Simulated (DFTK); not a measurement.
C:

```
CELL_PARAMETERS angstrom
0.00000 1.78337 1.78337
1.78337 0.00000 1.78337
1.78337 1.78337 0.00000
ATOMIC_POSITIONS crystal
C 0.75000 0.75000 0.75000
C 0.50000 0.50000 0.50000
```

This isn't the form of C at room conditions, which is graphite.

Base run:

| Quantity | Value |
| --- | --- |
| Program | DFTK 0.8.2 |
| Functional | PBE |
| Potentials or basis | dojo.nc.sr.pbe.v0_4_1.standard.upf (PBE) |
| Cutoff | 1116 eV |
| k mesh | 13 × 13 × 13 |
| Occupations | fermi-dirac, width 0.05 eV |
| Spin | no spin polarisation |

Its results: band gap on the k mesh 4.20 eV, indirect (least direct gap 5.62 eV); pressure 1.9 GPa.

**Question.** The run is repeated on the same cell with these changes: functional from PBE to PBEsol; potentials or basis from dojo.nc.sr.pbe.v0_4_1.standard.upf (PBE) to dojo.nc.sr.pbesol.v0_4_1.standard.upf (PBEsol). What comes out?

**Answer.** Band gap on the k mesh 4.05 eV, indirect (least direct gap 5.56 eV); pressure -3.2 GPa.

Caveats: an odd mesh through Γ misses points on the zone boundary, where band edges often lie.

Not every run made on this cell is shown here.
